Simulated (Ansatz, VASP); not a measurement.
## Two plane-wave programs on KBr

```
K Br
1.0
     0.00000    3.42420    3.29250
     3.42420    0.00000    3.29250
     3.42420    3.42420    0.00000
K Br
1 1
Direct
  0.00000 0.00000 0.00000
  0.50000 0.50000 0.50000
```

Change from the starting cell: strain +0.040 along x and y, +0.000 along z, atoms carried along.

Alike in both runs: task single point; functional PBEsol; k mesh 6 × 6 × 6; occupations gaussian, width 0.05 eV; no spin polarisation.

```csv
,VASP,Ansatz
version,VASP 6.6.1,Ansatz 0.2.0
potentials or method,"VASP PAW PBE potentials, release 64 (K_sv, Br)","scalar-relativistic, plane waves, PAW"
plane-wave cutoff (eV),520,420
valence electrons in the cell,16,16
```

|  | VASP | Ansatz | Ansatz less VASP |
| --- | --- | --- | --- |
| gap on the k mesh at the Fermi level (eV) | 4.11 | 4.11 | +0.003 |
| least direct gap on the mesh (eV) | 4.11 | 4.11 | +0.003 |
| pressure (GPa) | -1.1 | -1.1 | -0.03 |
| largest component of the traceless stress (GPa) | 0.53 | 0.52 | -0.013 |

Caveats: the PAW data sets were made with another functional, which shifts forces and pressure a little (VASP).
